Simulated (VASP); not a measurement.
Here is a VASP 6.6.1 calculation.

Contents of POSCAR:

```
Ru
1.0
    1.5001501721     -4.7587845338      0.0000000000
    1.5001501721      4.7587845338      0.0000000000
    0.0000000000      0.0000000000      3.9701859539
Ru
4
Direct
    0.0980000000      0.9020000000      0.9100000000
    0.5980000000      0.4020000000      0.5900000000
    0.9020000000      0.0980000000      0.0900000000
    0.4020000000      0.5980000000      0.4100000000
```

Contents of INCAR.step1:

```
ALGO = Normal
EDIFF = 1E-4
ENCUT = 520
GGA = PE
ISMEAR = 0
LASPH = True
LCHARG = False
LREAL = False
LWAVE = True
NBANDS = 36
NELM = 100
PREC = Accurate
SIGMA = 0.1
```

The input INCAR.step2:

```
ALGO = Normal
EDIFF = 1E-7
ENCUT = 520
ISIF = 2
ISMEAR = 0
ISTART = 1
LASPH = True
LCHARG = False
LMIXTAU = True
LREAL = False
LWAVE = False
METAGGA = R2SCAN
NBANDS = 36
NELM = 100
PREC = Accurate
SIGMA = 0.1
```

Contents of KPOINTS:

```
k-points
0
Gamma
  6 6 4
```

Potentials or basis: VASP PAW PBE potentials, release 64 (Ru_pv).

Command:

```sh
$ cat potpaw_PBE.64/Ru_pv/POTCAR > POTCAR
$ cp INCAR.step1 INCAR
$ mpirun -np 1 vasp_std > vasp.out
$ cp INCAR.step2 INCAR
$ mpirun -np 1 vasp_std > vasp.out
```

(1) Predict the largest force.

(2) What does it give for the pressure?

Answers

(1) 19.407 eV/Å.

(2) 164.0 GPa.

Caveat: the k mesh is coarse (spacing up to 0.40 Å⁻¹), so the values aren't converged; a pressure of tens of GPa on the cell as given is suspect, and the run, the potentials or the cell itself is likely at fault; the PAW data sets were made with another functional, which shifts forces and pressure a little.
